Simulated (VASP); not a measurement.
Crystal: ZrH.

```
CELL_PARAMETERS angstrom
-1.52540 1.52540 2.68799
1.52540 -1.52540 2.68799
1.52540 1.52540 -2.68799
ATOMIC_POSITIONS crystal
Zr 0.00000 0.00000 0.00000
H 0.50000 0.50000 0.00000
```

The cell was built by a generator and needn't be a form met in nature.

| Item | Value |
| --- | --- |
| Program | VASP 6.6.1 |
| Task | relaxation of cell and atoms |
| Functional | PBE |
| Potentials or basis | VASP PAW PBE potentials, release 64 (Zr_sv, H) |
| Cutoff | 520 eV |
| k mesh | 9 × 9 × 9 |
| Occupations | gaussian, width 0.15 eV |
| Spin | no spin polarisation |

At the start: pressure -2.4 GPa; volume 12.51 Å³/atom.

Question: Where does the relaxation end?

Answer: Over 10 steps the energy falls by 15.2 meV/atom and the volume is 12.12 Å³/atom (-3.1 %); space group I4/mmm (No. 139, to 0.05 Å).

The path:
| step | energy change (eV) | largest force (eV/Å) | pressure (GPa) | volume (Å³) |
| --- | --- | --- | --- | --- |
| 1 | 0.0000 | 0.0000 | -2.40 | 25.02 |
| 2 | -0.0110 | 0.0000 | 0.16 | 24.34 |
| 3 | -0.0094 | 0.0000 | 3.23 | 23.70 |
| 4 | -0.0119 | 0.0000 | 1.74 | 24.06 |
| 5 | -0.0192 | 0.0000 | 1.36 | 24.05 |
| 6 | -0.0217 | 0.0000 | 1.26 | 24.04 |
| 7 | -0.0263 | 0.0000 | 1.29 | 24.00 |
| 8 | -0.0276 | 0.0000 | 2.21 | 23.85 |
| 9 | -0.0223 | 0.0000 | -2.98 | 25.00 |
| 10 | -0.0305 | 0.0000 | 0.00 | 24.24 |

Final structure:
```
Zr H
1.0
    -1.60581    1.60581    2.34971
     1.60581   -1.60581    2.34971
     1.60581    1.60581   -2.34971
Zr H
1 1
Direct
  0.00000 0.00000 0.00000
  0.50000 0.50000 0.00000
```
